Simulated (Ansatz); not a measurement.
Here is an Ansatz 0.2.0 calculation.

File input:

```
crystal:
  lattice:
    - [0.0, 2.454822, 2.454822]
    - [2.454822, 0.0, 2.454822]
    - [2.454822, 2.454822, 0.0]
  atoms:
    - { symbol: Hf, position: [0.0, 0.0, 0.0] }
    - { symbol: "N", position: [0.25, 0.25, 0.25] }
hamiltonian:
  xc: b3lyp
  pseudopotentials: { kind: paw }
kpoints:
  mp_grid: { grid: [5, 5, 5] }
scf:
  occupations: { method: fermi_dirac, width: 0.05 }
output:
  forces: true
  stress: true
  eigenvalues: true
relax:
  f_tol: 0.01
  max_steps: 40
  cell: { stress_tol: 0.05 }
```

Q: Estimate the space group after relaxing (to 0.05 Å).

A: F-43m (No. 216).

Q: Estimate the relaxed cell.

A: a = 3.490 Å, b = 3.490 Å, c = 3.490 Å, α = 60.00°, β = 60.00°, γ = 60.00°.

Q: Predict the band gap on the k mesh.

A: None (metal or under the smearing width).

Final structure:
```yaml
crystal:
  lattice:
    - [0.00000, 2.46767, 2.46767]
    - [2.46767, 0.00000, 2.46767]
    - [2.46767, 2.46767, 0.00000]
  atoms:
    - { symbol: Hf, position: [0.00000, 0.00000, 0.00000] }
    - { symbol: N, position: [0.25000, 0.25000, 0.25000] }
```

Caveat: the k mesh is coarse (spacing up to 0.44 Å⁻¹), so the values aren't converged, least of all with exact exchange. Spin-orbit coupling is left out, which matters for the levels of Hf.
